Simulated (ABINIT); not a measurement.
The system is Ge.

```
Ge
1.0
     1.39715   -2.60052    0.00000
     1.39715    2.60052    0.00000
     0.00000    0.00000    2.69823
Ge
1
Direct
  0.50000 0.50000 0.00000
```

This isn't the form of Ge at room conditions, which is diamond.

Base run:

| Quantity | Value |
| --- | --- |
| Program | ABINIT 10.8.3 (patched build) |
| Functional | r2SCAN |
| Potentials or basis | JTH PAW PBE v2.0 |
| Cutoff | 707 eV |
| k mesh | 11 × 11 × 10 |
| Occupations | fermi-dirac, width 0.05 eV |
| Spin | no spin polarisation |

Its results: band gap on the k mesh none (metal or under the smearing width); pressure -2.8 GPa.

Q: The run is repeated on the same cell with these changes: functional from r2SCAN to BLYP. What comes out?

A: Band gap on the k mesh none (metal or under the smearing width); pressure 5.6 GPa.

Caveats: the PAW data sets were made with another functional, which shifts forces and pressure a little.
